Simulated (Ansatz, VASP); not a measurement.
# Two plane-wave programs on GaN

```xyz
2
Lattice="0.0000 2.2491 2.2491 2.2491 0.0000 2.2491 2.2491 2.2491 0.0000" Properties=species:S:1:pos:R:3 pbc="T T T"
Ga    0.0000    0.0000    0.0000
N     1.1246    1.1246    1.1246
```

Alike in both runs: task single point; functional HSE06; k mesh 6 × 6 × 6; no spin polarisation.

|  | VASP | Ansatz |
| --- | --- | --- |
| version | VASP 6.6.1 | Ansatz 0.2.0 |
| potentials or method | VASP PAW PBE potentials, release 64 (Ga_d, N) | scalar-relativistic, plane waves, PAW |
| plane-wave cutoff (eV) | 520 | 420 |
| occupations | gaussian, width 0.01 eV | fixed |
| valence electrons in the cell | 18 | 18 |

|  | VASP | Ansatz | Ansatz less VASP |
| --- | --- | --- | --- |
| gap on the k mesh at the Fermi level (eV) | 3.02 | 3.00 | -0.017 |
| least direct gap on the mesh (eV) | 3.02 | 3.00 | -0.017 |
